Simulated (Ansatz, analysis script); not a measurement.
Computed results, one entry a study. Some values are withheld and marked by numbers in brackets.

## Zigzag Cr chain, bond 2.355 Å: spin spirals and exchange

The cell holds 2 atoms: 2 Cr. Its edges and angles: a = 12.000 Å, b = 12.000 Å, c = 2.826 Å, α = 90.0°, β = 90.0°, γ = 90.0°. An idealised lattice of chosen spacing, in vacuum. Vacuum lies along a and b. The structure's axis is c.

```xyz
2
Lattice="12.0000 0.0000 0.0000 0.0000 12.0000 0.0000 0.0000 0.0000 2.8260" Properties=species:S:1:pos:R:3
Cr    5.0580    6.0000    0.0000
Cr    6.9420    6.0000    1.4130
```

```yaml
method: PBEsol, PAW set soft_1 (files made for PBE); spin spirals by the generalised Bloch theorem, no spin–orbit coupling (and 2 further levels or steps)
program: Ansatz 0.2.0 and analysis script 1
settings_of_one_run: cutoff 420 eV, 1×1×40 k-mesh, Fermi-Dirac occupations, smearing width 0.05 eV, cone angle 90 °, directions locked on, wavevectors 15, starting moments 2.98 2.98 μB
notes: The program’s warnings: symmetry auto disabled. No spin model is given, since this treatment keeps to cells with one magnetic atom. States with other phases between the sublattices can lie lower than any point of this path. The cell was taken as built, with atoms unrelaxed. In doubt: the program’s search for lower states was switched off, so a lower magnetic state than those reached may exist.
lowest_point_of_the_path: [1]
highest_point: 0 meV a magnetic atom
```

Q: Give the missing entries.

[1] lowest point of the path (zigzag Cr chain, bond 2.355 Å): q = (0, 0, 1), -872 meV a magnetic atom from q = 0. The state at q = (0, 0, 1) lies 872 meV a magnetic atom below the ferromagnetic start, so that start is not the lowest state.

[Logs and program files are shortened in this print: banners, set-up blocks, solver, clock and traceback lines can be left out without a mark of their own.]

[Logs are printed without paths, hosts, clocks, repeated set-up lines and the standing remarks that a program may print on its own settings, such as how far it seeks lower states.]

[Hosts, paths, dates, database ids (printed as entryN), source tags and the programs' standing remarks are cut or masked in the printed files.]
